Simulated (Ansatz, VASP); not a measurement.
## One calculation of CdS, two programs

File INCAR:

```
  PREC = Accurate
  ENCUT = 520
  EDIFF = 1E-6
  ISMEAR = 0
  SIGMA = 0.01
  LREAL = False
  LASPH = True
  NELM = 100
  ALGO = Normal
  ISIF = 2
  LWAVE = False
  LCHARG = False
  GGA = PE
  NBANDS = 26
```

File KPOINTS:

```
regular mesh
0
Gamma
  9 9 4
```

Contents of POSCAR:

```
CdS
1.0
    4.1963020496      0.0000000000      0.0000000000
   -2.0981510248      3.6341041769      0.0000000000
    0.0000000000      0.0000000000      6.8304216542
Cd S
2 2
Direct
    0.3333333333      0.6666666667     -0.0090246788
    0.6666666667      0.3333333333      0.4909753212
    0.3333333333      0.6666666667      0.3860246788
    0.6666666667      0.3333333333      0.8860246788
```

Input for Ansatz:

```yaml
crystal:
  lattice:
    - [4.1963020496, 0.0, 0.0]
    - [-2.0981510248, 3.6341041769, 0.0]
    - [0.0, 0.0, 6.8304216542]
  atoms:
    - { symbol: Cd, position: [0.3333333333, 0.6666666667, -0.0090246788] }
    - { symbol: Cd, position: [0.6666666667, 0.3333333333, 0.4909753212] }
    - { symbol: S, position: [0.3333333333, 0.6666666667, 0.3860246788] }
    - { symbol: S, position: [0.6666666667, 0.3333333333, 0.8860246788] }
basis:
  ecutwfc: 420
  xc_grid: 2
kpoints:
  mp_grid: { grid: [9, 9, 4] }
hamiltonian:
  xc: pbe
  pseudopotentials: { kind: paw, azcp: { folder: soft_1 } }
scf:
  occupations: { method: fixed }
output:
  forces: true
  stress: true
  eigenvalues: true
  polarization: {}
```

Change from the starting cell: polar distortion scaled by 0.85.

Alike in both runs: task single point; functional PBE; k mesh 9 × 9 × 4; no spin polarisation.

|  | VASP | Ansatz |
| --- | --- | --- |
| version | VASP 6.6.1 | Ansatz 0.2.0 |
| potentials or method | VASP PAW PBE potentials, release 64 (Cd, S) | scalar-relativistic, plane waves, PAW |
| plane-wave cutoff (eV) | 520 | 420 |
| occupations | gaussian, width 0.01 eV | fixed |
| valence electrons in the cell | 36 | 52 |

```csv
,VASP,Ansatz,Ansatz less VASP
gap on the k mesh at the Fermi level (eV),1.17,1.17,-0.003
least direct gap on the mesh (eV),1.17,1.17,-0.003
pressure (GPa),0.6,0.3,-0.29
largest component of the traceless stress (GPa),1.99,1.91,-0.085
rms of the force components (eV/Å),0.229,0.223,-0.0066
```

Atom by atom the forces differ by 0.007 eV/Å (rms over components). The two sets of potentials don't hold the same shells in valence.
